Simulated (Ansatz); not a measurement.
# PbS (Galena) (Fm-3m) in Ansatz: reference runs

How does PbS (Galena) come out in PBE? The cell is run as given and disturbed.

Everything below comes from runs of Ansatz 0.2.0. Logs are shortened: lines on timing, memory, paths and dates and some standing lists are left out, and cuts for length are marked.

## (1) The structure

It takes space group Fm-3m (No. 225, cubic). The conventional cell has a = 5.931 Å, b = 5.931 Å, c = 5.931 Å, α = 90.00°, β = 90.00°, γ = 90.00°. Pb (site symmetry m-3m) is surrounded by 6 S at 2.97 Å. S (site symmetry m-3m) is surrounded by 6 Pb at 2.97 Å.

## (2) Single point, PBE

The input, input.yaml:

```yaml
crystal:
  lattice:
    - [0.0, 2.96575, 2.96575]
    - [2.96575, 0.0, 2.96575]
    - [2.96575, 2.96575, 0.0]
  atoms:
    - { symbol: Pb, position: [0.0, 0.0, 0.0] }
    - { symbol: S, position: [0.5, 0.5, 0.5] }
kpoints:
  mp_grid: { grid: [8, 8, 8] }
scf:
  occupations: { method: fermi_dirac, width: 0.05 }
hamiltonian:
  xc: pbe
  pseudopotentials: { kind: all_electron, lapw: { basis_error: 0.001 } }
output:
  forces: true
  stress: true
  eigenvalues: true
  populations: true
```

Potentials or basis: all-electron LAPW, scalar-relativistic.

Command:

```bash
> ansatz run input.yaml --threads 1 --pin off --max-ram 3072MiB --backend cpu --events-out ev --progress --plain --runs-dir out
```

The log of the run:

```text
Warning: RAYON_NUM_THREADS=1 ignored (pool sized by the plan → 1); use --threads N
Pb: projections on atomic orbitals take those of the free atom 1s2 2s2 2p6 3s2 3p6 3d10 4s2 4p6 4d10 4f14 5s2 5p6 5d10 6s2 6p2, of charge +0.00 (hamiltonian.pseudopotentials.projection_atoms)
S: projections on atomic orbitals take those of the free atom 1s2 2s2 2p6 3s2 3p4, of charge +0.00 (hamiltonian.pseudopotentials.projection_atoms)
LAPW: plane waves up to 6.829 Å⁻¹, error target 1.0e-3 eV per atom; small_component_spin mean_spin; S in spheres of 1.309 Å, 14 of its electrons in bands, Dirac shells []; Pb in spheres of 1.656 Å, 36 of its electrons in bands, Dirac shells [] (how accurate: hamiltonian.pseudopotentials.lapw.basis_error, Limitations)
Engine: ansatz 0.2.0, x86_64-unknown-linux-gnu
Pseudopotentials: kind: all_electron
Pseudopotential: Pb, LAPW, valence charge 36, lapw/all_electron/scalar/gaussian/Pb, Koelling and Harmon's equation, gaussian nucleus
Pseudopotential: S, LAPW, valence charge 14, lapw/all_electron/scalar/gaussian/S, Koelling and Harmon's equation, gaussian nucleus
Functional definition: PBE
  parameter kappa = 0.804
  parameter beta = 0.06672455060314922
  exchange = pbe_x(kappa = kappa, mu = beta*pi^2/3)
  correlation = pbe_c(beta = beta)
Crystal: 2 atoms, lattice volume = 52.172 Å³
Basis set: ecut = 177.66674610968357 eV, 283 PW (Γ), exchange–correlation at level 2
Bands: 30, of which v1, the nominal top of the filled ones, is band 25 counted from 1 (24 counted from 0)
Symmetry: 48 space group operations
Space group: Fm-3m (ITA 225), of the structure as read, at distance tolerance 3.7e-5 Å
k-points: 29 of 512
Non-local potential: Pb, projectors of the file, none
Non-local potential: S, projectors of the file, none
Initial density: superposition of atomic densities (chi_scale 0.1, normalization cell, long waves kept (reshape's long-wave potential 0.00 eV rms))
Initial wavefunctions: plane waves of lowest kinetic energy (no species holds an atomic orbital)
Functional: x = pbe(κ = 0.804, μ = 0.2195149727645171), c = pbe(β = 0.06672455060314922)
iter 1 solved again at ethr=2.74e-3 eV; its pass at ethr=1.00e-1 eV (dr2=1.37e0 eV) is discarded
SCF iter   1: F=—  HF=-578930.836195 eV  |F-HF|=—  |Δ(HF+E_count)|=         —  Δρ=3.40e-2  dr2=1.37e0  ethr=2.74e-3  ⟨swp⟩=2.1  Hψ=5407  notcnv=0
preconditioner: auto → none  [insulator: Δε(μ)=0.829 eV  Ē_g=16.211 eV  σ=0.050 eV  W_gap=1.00  n_scr=14 (ndim 8)  ℏωp=23.0 eV  f_vac=0.059  D(μ)=0.00/eV (n_scr^D=0)  ε∞_Penn≈3.0]
iter 2 solved again at ethr=1.40e-4 eV; its pass at ethr=2.74e-3 eV (dr2=7.02e-2 eV) is discarded
SCF iter   2: F=—  HF=-578930.428471 eV  |F-HF|=—  |Δ(HF+E_count)|=   4.08e-1  Δρ=9.88e-3  dr2=7.03e-2  ethr=1.40e-4  ⟨swp⟩=2.0  Hψ=4413  notcnv=0  defer=1
SCF iter   3: F=—  HF=-578930.351423 eV  |F-HF|=—  |Δ(HF+E_count)|=   7.70e-2  Δρ=4.35e-3  dr2=1.69e-2  ethr=1.40e-4  ⟨swp⟩=2.9  Hψ=2757  notcnv=0  defer=1
SCF iter   4: F=—  HF=-578930.353968 eV  |F-HF|=—  |Δ(HF+E_count)|=         —  Δρ=4.89e-4  dr2=1.13e-4  ethr=3.39e-5  ⟨swp⟩=2.0  Hψ=2639  notcnv=0
the basis was enlarged: its passes take 48.3 KiB over the memory plan, 1 of 1 planned eigensolver slots
SCF iter   5: F=—  HF=-578930.353679 eV  |F-HF|=—  |Δ(HF+E_count)|=   2.89e-4  Δρ=1.95e-4  dr2=3.06e-5  ethr=2.25e-7  ⟨swp⟩=2.8  Hψ=2647  notcnv=0
SCF iter   6: F=—  HF=-578930.353679 eV  |F-HF|=—  |Δ(HF+E_count)|=   3.53e-7  Δρ=7.85e-5  dr2=7.03e-6  ethr=6.12e-8  ⟨swp⟩=2.9  Hψ=2655  notcnv=0
SCF iter   7: F=—  HF=-578930.353679 eV  |F-HF|=—  |Δ(HF+E_count)|=   2.70e-7  Δρ=1.22e-5  dr2=1.45e-7  ethr=1.41e-8  ⟨swp⟩=2.0  Hψ=2583  notcnv=0
SCF iter   8: F=-578930.353679 eV  HF=-578930.353679 eV  |F-HF|=5.47e-9  |Δ(HF+E_count)|=   8.16e-8  Δρ=1.88e-6  dr2=1.71e-9  ethr=2.91e-10  ⟨swp⟩=2.8  Hψ=2637  notcnv=0
SCF 1 converged in 8 iterations: F = -578930.353679 eV  dr2 = 1.71e-9
SCF converged after 8 iterations
Free energy (F): -578930.353679 eV
Harris-Foulkes:  -578930.353679 eV  (|F-HF|=5.47e-9)
Internal energy: -578930.353481 eV  (E = F + TS)
E sigma→0 (E₀):  -578930.353580 eV
Entropy (-TS):   -0.000198 eV (-0.099 meV/atom)
Fermi energy:    11.684066 eV
--- Per-component energies (eV) ---
  E_band       = -3525.495046
  E_kinetic    = 665884.204472
  E_xc         = -11278.455595
  E_electrostatic = -1233536.102358  (all electrons and nuclei)
  E_smearing   = -0.000198  (= −TS)
  E_closure    = 0.000000  (closes the sum)
  E_atoms      = -578921.625793  (free atoms, spherical and without spin; not in F)
  Σ components = -578930.353679   (vs F -578930.353679, Δ=0.00e0)
  Basis errors (estimates in eV, not in F): energy 3.7e-4 per atom: plane waves 3.2e-4 (1.8e-4 summed), levels above the bands 3.3e-59, relativity 7.0e-8, radial functions 4.8e-5, core shells 6.8e-9; eigenvalues (radial functions only) 2.1e-5; not estimated: angular momenta, meshes, grids; target (lapw.basis_error) 1.0e-3; muffin-tin radii S 1.309 Å, Pb 1.656 Å
--- Forces (eV/Å), atoms counted from 1 ---
  atom   1  Pb    -0.00000000    -0.00000000    -0.00000000
  atom   2  S      0.00000000    -0.00000000     0.00000000
  max |Σ_I F_I| component: 1.25e-30 eV/Å
--- Stress (GPa, compression-positive) ---
        2.233751       0.000000       0.000000
        0.000000       2.233751       0.000000
        0.000000       0.000000       2.233751
  P = ⅓ Tr σ = 2.2338 GPa (22.338 kbar)
--- Band table (eV; the first three rows and the last of 29) ---
  k-point 0: bands = ["-193.7381", "-138.5149", "-138.5149", "-138.5149", "-127.9663", "-116.9929", "-116.9900", "-116.9900", "-116.9900", "-116.9876", "-116.9876", "-116.9876", "-69.8131", "-69.8131", "-69.8131", "-5.3351", "-5.3351", "-5.3351", "-5.3193", "-5.3193", "-2.0984", "5.4731", "9.3237", "9.3237", "9.3237", "16.7144", "16.7144", "16.7144", "18.1989", "18.1989"]
  k-point 1: bands = ["-193.7381", "-138.5149", "-138.5149", "-138.5149", "-127.9663", "-116.9929", "-116.9900", "-116.9900", "-116.9900", "-116.9876", "-116.9876", "-116.9876", "-69.8131", "-69.8131", "-69.8131", "-5.3344", "-5.3323", "-5.3323", "-5.3199", "-5.3199", "-1.9654", "5.0184", "9.3655", "9.3655", "9.6654", "15.4858", "15.9263", "15.9263", "18.1687", "18.5679"]
  k-point 2: bands = ["-193.7381", "-138.5149", "-138.5149", "-138.5149", "-127.9663", "-116.9929", "-116.9900", "-116.9900", "-116.9900", "-116.9876", "-116.9876", "-116.9876", "-69.8131", "-69.8131", "-69.8131", "-5.3387", "-5.3387", "-5.3331", "-5.3083", "-5.3083", "-1.5962", "4.0458", "9.4840", "9.4840", "10.3305", "13.8560", "14.7138", "14.7138", "18.3542", "19.4097"]
  k-point 28: bands = ["-193.7381", "-138.5149", "-138.5149", "-138.5149", "-127.9663", "-116.9929", "-116.9900", "-116.9900", "-116.9900", "-116.9876", "-116.9876", "-116.9876", "-69.8131", "-69.8131", "-69.8131", "-5.4295", "-5.3186", "-5.3186", "-5.3179", "-5.2742", "-0.3884", "3.5638", "7.0707", "7.0707", "10.4725", "13.6882", "16.1593", "16.1593", "19.6485", "19.6485"]
--- Löwdin populations: 2 sites ---
  site symbol       q [e]
     0     Pb     81.5240
     1      S     16.4308
  spilling = 0.000460 (of n_electrons = 98.000000)
```

Run time: 8.6 s. Hardware: 1 thread of AMD EPYC 7R43 (Zen 3), shared host; peak memory 0.33 GiB.

Results:

| Item | Value |
| --- | --- |
| Free energy | -578930.3537 eV |
| Pressure | 2.2 GPa |
| Band gap on the k mesh | 0.36 eV, direct |
| Loewdin charges | Pb +0.48; S -0.43 e |

Caveat: spin-orbit coupling is left out, which as a rule narrows the gap of such compounds by several tenths of an eV. A k mesh can miss the band edges.

## (3) Single point, PBE (atoms moved at random, drawn with an rms of 0.05 Å)

input.yaml: that of step 2 with these lines changed.

```diff
@@ -6,4 +6,4 @@
   atoms:
-    - { symbol: Pb, position: [0.0, 0.0, 0.0] }
-    - { symbol: S, position: [0.5, 0.5, 0.5] }
+    - { symbol: Pb, position: [-0.011512, 0.013861, -0.002276] }
+    - { symbol: S, position: [0.493869, 0.505296, 0.497037] }
 kpoints:
```

Potentials or basis: all-electron LAPW, scalar-relativistic.

Command:

```bash
> ansatz run input.yaml --threads 1 --pin off --max-ram 3072MiB --backend cpu --events-out ev --progress --plain --runs-dir out
```

The log of the run:

```text
Warning: RAYON_NUM_THREADS=1 ignored (pool sized by the plan → 1); use --threads N
Pb: projections on atomic orbitals take those of the free atom 1s2 2s2 2p6 3s2 3p6 3d10 4s2 4p6 4d10 4f14 5s2 5p6 5d10 6s2 6p2, of charge +0.00 (hamiltonian.pseudopotentials.projection_atoms)
S: projections on atomic orbitals take those of the free atom 1s2 2s2 2p6 3s2 3p4, of charge +0.00 (hamiltonian.pseudopotentials.projection_atoms)
LAPW: plane waves up to 6.896 Å⁻¹, error target 1.0e-3 eV per atom; small_component_spin mean_spin; S in spheres of 1.295 Å, 14 of its electrons in bands, Dirac shells []; Pb in spheres of 1.644 Å, 36 of its electrons in bands, Dirac shells [] (how accurate: hamiltonian.pseudopotentials.lapw.basis_error, Limitations)
Engine: ansatz 0.2.0, x86_64-unknown-linux-gnu
Pseudopotentials: kind: all_electron
Pseudopotential: Pb, LAPW, valence charge 36, lapw/all_electron/scalar/gaussian/Pb, Koelling and Harmon's equation, gaussian nucleus
Pseudopotential: S, LAPW, valence charge 14, lapw/all_electron/scalar/gaussian/S, Koelling and Harmon's equation, gaussian nucleus
Functional definition: PBE
  parameter kappa = 0.804
  parameter beta = 0.06672455060314922
  exchange = pbe_x(kappa = kappa, mu = beta*pi^2/3)
  correlation = pbe_c(beta = beta)
Crystal: 2 atoms, lattice volume = 52.172 Å³
Basis set: ecut = 181.16305195984404 eV, 283 PW (Γ), exchange–correlation at level 2
Bands: 30, of which v1, the nominal top of the filled ones, is band 25 counted from 1 (24 counted from 0)
Symmetry: 1 space group operations
Space group: P1 (ITA 1), of the structure as read, at distance tolerance 3.7e-5 Å
k-points: 260 of 512 (time reversal used)
Non-local potential: Pb, projectors of the file, none
Non-local potential: S, projectors of the file, none
Initial density: superposition of atomic densities (chi_scale 0.1, normalization cell, long waves kept (reshape's long-wave potential 0.00 eV rms))
Initial wavefunctions: plane waves of lowest kinetic energy (no species holds an atomic orbital)
Functional: x = pbe(κ = 0.804, μ = 0.2195149727645171), c = pbe(β = 0.06672455060314922)
iter 1 solved again at ethr=2.79e-3 eV; its pass at ethr=1.00e-1 eV (dr2=1.39e0 eV) is discarded
SCF iter   1: F=—  HF=-578930.835638 eV  |F-HF|=—  |Δ(HF+E_count)|=         —  Δρ=3.42e-2  dr2=1.39e0  ethr=2.79e-3  ⟨swp⟩=2.0  Hψ=48516  notcnv=0
preconditioner: auto → none  [insulator: Δε(μ)=0.830 eV  Ē_g=16.211 eV  σ=0.050 eV  W_gap=1.00  n_scr=14 (ndim 8)  ℏωp=23.0 eV  f_vac=0.060  D(μ)=0.00/eV (n_scr^D=0)  ε∞_Penn≈3.0]
iter 2 solved again at ethr=1.49e-4 eV; its pass at ethr=2.79e-3 eV (dr2=7.46e-2 eV) is discarded
SCF iter   2: F=—  HF=-578930.428231 eV  |F-HF|=—  |Δ(HF+E_count)|=   4.07e-1  Δρ=1.02e-2  dr2=7.47e-2  ethr=1.49e-4  ⟨swp⟩=2.0  Hψ=39660  notcnv=0  defer=2
SCF iter   3: F=—  HF=-578930.351175 eV  |F-HF|=—  |Δ(HF+E_count)|=   7.71e-2  Δρ=4.37e-3  dr2=1.68e-2  ethr=1.49e-4  ⟨swp⟩=2.9  Hψ=24746  notcnv=0  defer=7
SCF iter   4: F=—  HF=-578930.353740 eV  |F-HF|=—  |Δ(HF+E_count)|=         —  Δρ=4.98e-4  dr2=1.15e-4  ethr=3.36e-5  ⟨swp⟩=2.0  Hψ=23940  notcnv=0  defer=1
the basis was enlarged: its passes take 48.3 KiB over the memory plan, 1 of 1 planned eigensolver slots
SCF iter   5: F=—  HF=-578930.353446 eV  |F-HF|=—  |Δ(HF+E_count)|=   2.95e-4  Δρ=1.99e-4  dr2=3.21e-5  ethr=2.30e-7  ⟨swp⟩=2.9  Hψ=23879  notcnv=0
SCF iter   6: F=—  HF=-578930.353445 eV  |F-HF|=—  |Δ(HF+E_count)|=   9.84e-7  Δρ=7.85e-5  dr2=7.03e-6  ethr=6.41e-8  ⟨swp⟩=3.0  Hψ=23854  notcnv=0
SCF iter   7: F=—  HF=-578930.353444 eV  |F-HF|=—  |Δ(HF+E_count)|=   2.59e-7  Δρ=1.25e-5  dr2=1.51e-7  ethr=1.41e-8  ⟨swp⟩=2.0  Hψ=23148  notcnv=0
SCF iter   8: F=-578930.353444 eV  HF=-578930.353444 eV  |F-HF|=5.70e-9  |Δ(HF+E_count)|=   8.41e-8  Δρ=2.07e-6  dr2=2.13e-9  ethr=3.02e-10  ⟨swp⟩=2.9  Hψ=23787  notcnv=0
SCF 1 converged in 8 iterations: F = -578930.353444 eV  dr2 = 2.13e-9
the search or the solves at the SCF's close seem to have found levels that the self-consistency loop had missed (the run counts 1). By its estimate they hold under 1e-12 electrons; where the run keeps them, the occupations were computed again with them
SCF converged after 8 iterations
Free energy (F): -578930.353444 eV
Harris-Foulkes:  -578930.353444 eV  (|F-HF|=5.70e-9)
Internal energy: -578930.353265 eV  (E = F + TS)
E sigma→0 (E₀):  -578930.353354 eV
Entropy (-TS):   -0.000180 eV (-0.090 meV/atom)
Fermi energy:    11.684465 eV
--- Per-component energies (eV) ---
  E_band       = -3525.488697
  E_kinetic    = 665884.215766
  E_xc         = -11278.458087
  E_electrostatic = -1233536.110943  (all electrons and nuclei)
  E_smearing   = -0.000180  (= −TS)
  E_closure    = 0.000000  (closes the sum)
  E_atoms      = -578921.625793  (free atoms, spherical and without spin; not in F)
  Σ components = -578930.353444   (vs F -578930.353444, Δ=0.00e0)
  Basis errors (estimates in eV, not in F): energy 3.8e-4 per atom: plane waves 3.3e-4 (1.8e-4 summed), levels above the bands 2.7e-59, relativity 6.1e-8, radial functions 4.4e-5, core shells 8.8e-9; eigenvalues (radial functions only) 1.7e-4; not estimated: angular momenta, meshes, grids; target (lapw.basis_error) 1.0e-3; muffin-tin radii S 1.295 Å, Pb 1.644 Å
--- Forces (eV/Å), atoms counted from 1 ---
  atom   1  Pb    -0.01401596     0.00711804    -0.00482842
  atom   2  S      0.01401704    -0.00711853     0.00482876
  max |Σ_I F_I| component: 1.08e-6 eV/Å
--- Stress (GPa, compression-positive) ---
        2.264915      -0.003715       0.002523
       -0.003715       2.241415      -0.001287
        0.002523      -0.001287       2.237029
  P = ⅓ Tr σ = 2.2478 GPa (22.478 kbar)
--- Band table (eV; the first three rows and the last of 260) ---
  k-point 0: bands = ["-193.7389", "-138.5157", "-138.5157", "-138.5156", "-127.9657", "-116.9923", "-116.9894", "-116.9894", "-116.9893", "-116.9870", "-116.9870", "-116.9870", "-69.8125", "-69.8125", "-69.8123", "-5.3347", "-5.3345", "-5.3345", "-5.3189", "-5.3188", "-2.0998", "5.4739", "9.3217", "9.3234", "9.3246", "16.7034", "16.7074", "16.7146", "18.1991", "18.2058"]
  k-point 1: bands = ["-193.7389", "-138.5157", "-138.5157", "-138.5156", "-127.9657", "-116.9923", "-116.9894", "-116.9894", "-116.9893", "-116.9870", "-116.9870", "-116.9870", "-69.8125", "-69.8125", "-69.8123", "-5.3339", "-5.3318", "-5.3317", "-5.3196", "-5.3195", "-1.9668", "5.0189", "9.3649", "9.3653", "9.6646", "15.4814", "15.9243", "15.9299", "18.1646", "18.5693"]
  k-point 2: bands = ["-193.7389", "-138.5157", "-138.5157", "-138.5156", "-127.9657", "-116.9923", "-116.9894", "-116.9894", "-116.9893", "-116.9870", "-116.9870", "-116.9870", "-69.8126", "-69.8125", "-69.8123", "-5.3384", "-5.3382", "-5.3325", "-5.3079", "-5.3077", "-1.5973", "4.0458", "9.4828", "9.4829", "10.3301", "13.8554", "14.7146", "14.7176", "18.3525", "19.4096"]
  k-point 259: bands = ["-193.7389", "-138.5157", "-138.5157", "-138.5156", "-127.9657", "-116.9923", "-116.9894", "-116.9894", "-116.9893", "-116.9870", "-116.9870", "-116.9870", "-69.8126", "-69.8125", "-69.8124", "-5.3528", "-5.3526", "-5.3314", "-5.2858", "-5.2856", "-0.8602", "2.6593", "9.7108", "9.7130", "11.5028", "11.8664", "13.4607", "13.4633", "20.1591", "21.5287"]
--- Löwdin populations: 2 sites ---
  site symbol       q [e]
     0     Pb     81.5244
     1      S     16.4305
  spilling = 0.000461 (of n_electrons = 98.000000)
```

populations.tsv:

```text
# site	symbol	l	j	q
# orbitals = lowdin
# n_electrons = 98.000000
# spilling = 0.000461
# projection_atom_Pb: 1s2 2s2 2p6 3s2 3p6 3d10 4s2 4p6 4d10 4f14 5s2 5p6 5d10 6s2 6p2
# projection_atom_S: 1s2 2s2 2p6 3s2 3p4
0	Pb	0_1S	-	2.000000
0	Pb	0_2S	-	1.999999
0	Pb	0_3S	-	1.999987
0	Pb	0_4S	-	1.999874
0	Pb	0_5S	-	1.998522
0	Pb	0_6S	-	1.936648
0	Pb	1_2P	-	6.000000
0	Pb	1_3P	-	6.000000
0	Pb	1_4P	-	5.999981
0	Pb	1_5P	-	5.998224
0	Pb	1_6P	-	1.594050
0	Pb	2_3D	-	10.000000
0	Pb	2_4D	-	10.000000
0	Pb	2_5D	-	9.997106
0	Pb	3_4F	-	14.000000
1	S	0_1S	-	1.999946
1	S	0_2S	-	1.996151
1	S	0_3S	-	1.789949
1	S	1_2P	-	5.999543
1	S	1_3P	-	4.644888
```

Run time: 1.9 min. Hardware: 1 thread of AMD EPYC 7R43 (Zen 3), shared host; peak memory 0.67 GiB.

Results:

- Free energy: -578930.3534 eV
- Pressure: 2.2 GPa
- Largest force: 0.016 eV/Å
- Band gap on the k mesh: 0.36 eV, direct
- Loewdin charges: Pb +0.48; S -0.43 e

Forces in eV/Å, atoms in the order of the input:
```
Pb  -0.014  0.007 -0.005
S    0.014 -0.007  0.005
```

Caveat: spin-orbit coupling is left out, which as a rule narrows the gap of such compounds by several tenths of an eV. A k mesh can miss the band edges.
